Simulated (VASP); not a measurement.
A run of VASP 6.6.1 is set up as follows.

File POSCAR:

```
InSe
1.0
    3.6320400000      0.0000000000      0.0000000000
    0.0000000000      3.6320400000      0.0000000000
    0.0000000000      0.0000000000      3.6320400000
In Se
1 1
Cartesian
    1.8160200000      1.8160200000      1.8160200000
    0.0000000000      0.0000000000      0.0000000000
```

The input INCAR.step1:

```
SYSTEM = InSe
  ALGO = Normal
  EDIFF = 1E-6
  ENCUT = 520
  GGA = PE
  ISIF = 2
  ISMEAR = 0
  LASPH = .TRUE.
  LCHARG = .TRUE.
  LREAL = .FALSE.
  LWAVE = .FALSE.
  NBANDS = 16
  NELM = 60
  PREC = Accurate
  SIGMA = 0.05
```

KPOINTS.step1

```
k-points
0
G
  7 7 7
  0 0 0
```

File INCAR.step2:

```
SYSTEM = InSe
  ALGO = Normal
  EDIFF = 1E-6
  ENCUT = 520
  GGA = PE
  ICHARG = 11
  ISIF = 2
  ISMEAR = 0
  LASPH = .TRUE.
  LCHARG = .FALSE.
  LREAL = .FALSE.
  LWAVE = .FALSE.
  NBANDS = 16
  NELM = 60
  PREC = Accurate
  SIGMA = 0.05
```

File KPOINTS.step2:

```
path GXMGRX,MR
10
line-mode
reciprocal
 0.0000000000  0.0000000000  0.0000000000  G
 0.0000000000  0.5000000000  0.0000000000  X

 0.0000000000  0.5000000000  0.0000000000  X
 0.5000000000  0.5000000000  0.0000000000  M

 0.5000000000  0.5000000000  0.0000000000  M
 0.0000000000  0.0000000000  0.0000000000  G

 0.0000000000  0.0000000000  0.0000000000  G
 0.5000000000  0.5000000000  0.5000000000  R

 0.5000000000  0.5000000000  0.5000000000  R
 0.0000000000  0.5000000000  0.0000000000  X

 0.5000000000  0.5000000000  0.0000000000  M
 0.5000000000  0.5000000000  0.5000000000  R
```

Potentials or basis: VASP PAW PBE potentials, release 64 (In_d, Se).

Launch:

```bash
$ cat potpaw_PBE.64/In_d/POTCAR potpaw_PBE.64/Se/POTCAR > POTCAR
$ cp INCAR.step1 INCAR
$ cp KPOINTS.step1 KPOINTS
$ mpirun -np 1 vasp_std > vasp.out
$ cp INCAR.step2 INCAR
$ cp KPOINTS.step2 KPOINTS
$ mpirun -np 1 vasp_std > vasp.out
```

(1) Predict the band gap along the path.

Results:

(1) none (metal or under the smearing width).

Caveat: spin-orbit coupling is left out, which moves the levels of the heavy elements.
